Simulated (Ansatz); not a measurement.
Crystal: FeO (Wuestite).

```
Fe O
1.0
     0.00000    2.15540    2.15540
     2.15540    0.00000    2.15540
     2.15540    2.15540    0.00000
Fe O
1 1
Direct
  0.00000 0.00000 0.00000
  0.50000 0.50000 0.50000
```

Base run:

```yaml
Program: Ansatz 0.2.0
Functional: PBEsol
Potentials_or_basis: Ansatz PAW
Cutoff: "420 eV (not typed: the program's choice for these potentials)"
k_mesh: 9 × 9 × 9
Occupations: fermi-dirac, width 0.05 eV
Spin: collinear spin, ferromagnetic start
Starting_moments: "[3.0, 0.0] μB"
Fixed_moment: 3 μB
```

Its results: pressure -19.7 GPa; site moments Fe +2.72; O +0.09 μB.

Task: The run is repeated on the same cell with these changes: fixed moment from 3 μB to 2.2 μB; moments at the start from [3.0, 0.0] to [2.2, 0.0]. What comes out?

Result: Pressure -26.6 GPa; site moments Fe +2.05; O +0.01 μB.

Caveats: the total moment is fixed, so each spin has its own Fermi level; a cell with one magnetic atom can't hold antiferromagnetic order, which such compounds often take; the PAW data sets come from PBE, with cores solved anew for the run's functional, which leaves a small shift of forces and pressure; the thresholds are loose for stress.
